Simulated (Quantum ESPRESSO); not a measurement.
Crystal: WC (Qusongite).

```xyz
2
Lattice="2.9065 0.0000 0.0000 -1.4532 2.5171 0.0000 0.0000 0.0000 2.8366" Properties=species:S:1:pos:R:3 pbc="T T T"
W     0.0000    0.0000    0.0000
C     1.4533    0.8390    1.4183
```

Base run:

* Program: Quantum ESPRESSO 7.5
* Functional: PBE
* Potentials or basis: SSSP 1.3 efficiency PBE
* Cutoff: 748 eV
* Density cutoff: 5987 eV
* k mesh: 10 × 10 × 9
* Occupations: fermi-dirac, width 0.05 eV
* Spin: no spin polarisation

Its results: band gap on the k mesh none (metal or under the smearing width); pressure 6.4 GPa.

Question: The run is repeated on the same cell with these changes: functional from PBE to PBEsol; potentials or basis from SSSP 1.3 efficiency PBE to PseudoDojo 0.4.1 SR PBEsol standard; cutoff from 748 eV to 1116 eV; density cutoff from 5987 eV to 4463 eV. What comes out?

Answer: Band gap on the k mesh none (metal or under the smearing width); pressure -3.2 GPa.

Not every run made on this cell is shown here.
